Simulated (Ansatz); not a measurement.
The system is CsSnBr3.

```
CELL_PARAMETERS angstrom
5.83901 0.00000 0.00000
0.00000 5.83901 0.00000
0.00000 0.00000 5.83901
ATOMIC_POSITIONS crystal
Cs 0.00000 0.00000 0.00000
Sn 0.50000 0.50000 0.50000
Br 0.00000 0.50000 0.50000
Br 0.50000 0.50000 0.00000
Br 0.50000 0.00000 0.50000
```

The cell is a database's computed one.

Base run:

- Program: Ansatz 0.2.0
- Functional: PBE
- Potentials or basis: Ansatz PAW
- Cutoff: 420 eV (not typed: the program's choice for these potentials)
- k mesh: 5 × 5 × 5
- Occupations: gaussian, width 0.013 eV
- Spin: no spin polarisation

Its results: pressure 0.5 GPa.

**Question.** The run is repeated on the same cell with these changes: functional from PBE to r2SCAN; cutoff from 420 eV (not typed: the program's choice for these potentials) to 500 eV (not typed: the program's choice for these potentials); occupations from gaussian, width 0.013 eV to fermi-dirac, width 0.05 eV. What comes out?

**Answer.** Pressure -0.2 GPa.

Caveats: the PAW data sets come from PBE, with cores solved anew for the run's functional, which leaves a small shift of forces and pressure (some runs).
